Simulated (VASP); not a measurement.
Input of a VASP 6.6.1 run:

File INCAR:

```
SYSTEM = ZnS
PREC = Accurate
ENCUT = 600
EDIFF = 1E-7
ISMEAR = -1
SIGMA = 0.05
LREAL = .False.
LASPH = .True.
NELM = 100
ALGO = Normal
ISIF = 3
LWAVE = .False.
LCHARG = .False.
GGA = RE
IBRION = 2
NSW = 60
EDIFFG = -0.01
```

KPOINTS

```
Automatic mesh
0
Gamma
  8 8 3
  0 0 0
```

Contents of POSCAR:

```
ZnS
1.0
    3.8227000000      0.0000000000      0.0000000000
   -1.9113500000      3.3105553110      0.0000000000
    0.0000000000      0.0000000000     12.5200000000
Zn S
4 4
Direct
    0.6666666667      0.3333333333      0.7500000000
    0.3333333333      0.6666666667      0.2500000000
    0.0000000000      0.0000000000      0.5000000000
    0.0000000000      0.0000000000      0.0000000000
    0.6666666667      0.3333333333      0.9375000000
    0.3333333333      0.6666666667      0.4375000000
    0.0000000000      0.0000000000      0.6875000000
    0.0000000000      0.0000000000      0.1875000000
```

Potentials or basis: VASP PAW PBE potentials, release 64 (Zn, S).

Launch:

```sh
$ cat potpaw_PBE.64/Zn/POTCAR potpaw_PBE.64/S/POTCAR > POTCAR
$ mpirun -np 1 vasp_std > vasp.out
```

Problem. Predict the relaxed volume.

Solution. 20.76 Å³/atom.

Problem. Predict the relaxed cell.

Solution. a = 3.884 Å, b = 3.884 Å, c = 12.710 Å, α = 90.00°, β = 90.00°, γ = 120.00°.

Problem. What does it give for the space group after relaxing (to 0.05 Å)?

Solution. P6_3mc (No. 186).

Problem. What does it give for the band gap on the k mesh?

Solution. 2.05 eV, direct.

Forces on the atoms (eV/Å):
```
Zn   0.000  0.000  0.000
Zn   0.000  0.000  0.000
Zn   0.000  0.000 -0.003
Zn   0.000  0.000 -0.003
S    0.000  0.000  0.007
S    0.000  0.000  0.007
S    0.000  0.000 -0.004
S    0.000  0.000 -0.004
```

Caveat: the PAW data sets were made with another functional, which shifts forces and pressure a little; an odd mesh through Γ misses points on the zone boundary, where band edges often lie.
